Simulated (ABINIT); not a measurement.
Al2Pt:

```
CELL_PARAMETERS angstrom
0.00000 2.95500 2.95500
2.95500 0.00000 2.95500
2.95500 2.95500 0.00000
ATOMIC_POSITIONS crystal
Pt 0.00000 0.00000 0.00000
Al 0.75000 0.75000 0.75000
Al 0.25000 0.25000 0.25000
```

Base run:

```yaml
Program: ABINIT 10.8.3 (patched build)
Functional: PBE
Potentials_or_basis: JTH PAW PBE v2.0
Cutoff: 435 eV
k_mesh: 8 × 8 × 8
Occupations: fermi-dirac, width 0.05 eV
Spin: no spin polarisation
```

Its results: band gap on the k mesh none (metal or under the smearing width); pressure 2.4 GPa.

Task: The run is repeated on the same cell with these changes: functional from PBE to PBEsol; potentials or basis from JTH PAW PBE v2.0 to PseudoDojo NC SR PBEsol v0.4.1 standard; cutoff from 435 eV to 1143 eV; valence electrons from 16 to 24. What comes out?

Result: Band gap on the k mesh none (metal or under the smearing width); pressure -1.0 GPa.

Not every run made on this cell is shown here.
